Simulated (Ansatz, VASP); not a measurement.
## Al3Pt: VASP beside Ansatz

```
Al Pt
1.0
     4.13648    0.00000    0.00000
    -2.06824    3.58230    0.00000
     0.00000    0.00000    5.00872
Al Pt
3 1
Direct
  0.33333 0.66667 0.31448
  0.66667 0.33333 0.68552
  0.00000 0.00000 0.00000
  0.00000 0.00000 0.50000
```

Alike in both runs: functional PBE; k mesh 6 × 6 × 4; occupations gaussian, width 0.1 eV; no spin polarisation.

Ansatz relaxed the structure, and its values are those at the end. VASP's run is a single point on that final structure, the one shown.

|  | VASP | Ansatz |
| --- | --- | --- |
| version | VASP 6.6.1 | Ansatz 0.2.0 |
| potentials or method | VASP PAW PBE potentials, release 64 (Al, Pt) | scalar-relativistic, plane waves, PAW |
| plane-wave cutoff (eV) | 520 | 420 |
| valence electrons in the cell | 19 | 27 |

```tsv
	VASP	Ansatz	Ansatz less VASP
gap on the k mesh at the Fermi level (eV)	none	none	-
pressure (GPa)	-0.1	0.0	+0.14
```

A gap of «none» marks a metal or a gap that the smearing closes. The functional is the same, so the differences come from potentials, cutoffs and numerics. The two sets of potentials don't hold the same shells in valence.

Spin-orbit coupling is left out, which matters for the levels of Pt.
